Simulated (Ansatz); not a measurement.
# Clamped-ion strain scan in BAs

Method: DFT r2SCAN, scalar-relativistic, plane waves, PAW in Ansatz. The runs took a 500 eV cutoff, a Γ-centred 10×10×10 mesh and Gaussian smearing (0.05 eV). No spin polarisation. Energies are free energies at this smearing, counted from the undisturbed cell; pressure is positive in compression.

The starting cell (as given, not relaxed at this level; it stands at 0.6 GPa):

```
B As
1.0
     0.00000    2.38850    2.38850
     2.38850    0.00000    2.38850
     2.38850    2.38850    0.00000
B As
1 1
Direct
  0.00000 0.00000 0.00000
  0.75000 0.75000 0.75000
```

The cell is strained by ε times the Voigt pattern (1, 0, 0, 0, 0, 0) (xx, yy, zz, yz, xz, xy; engineering shear) with fractional coordinates fixed.

```csv
ε,ΔE (meV/atom),"stress summed along the pattern (GPa, tension positive)",gap on the mesh (eV)
-0.0400,22.6,-12.88,0.67
-0.0300,13.0,-9.71,0.85
-0.0200,6.1,-6.60,1.02
-0.0100,1.8,-3.57,1.20
0.0000,0.0,-0.61,1.37
0.0100,0.7,2.28,1.30
0.0200,3.9,5.10,1.23
0.0300,9.4,7.84,1.17
0.0350,13.0,9.19,1.14
0.0400,17.2,10.52,1.10
```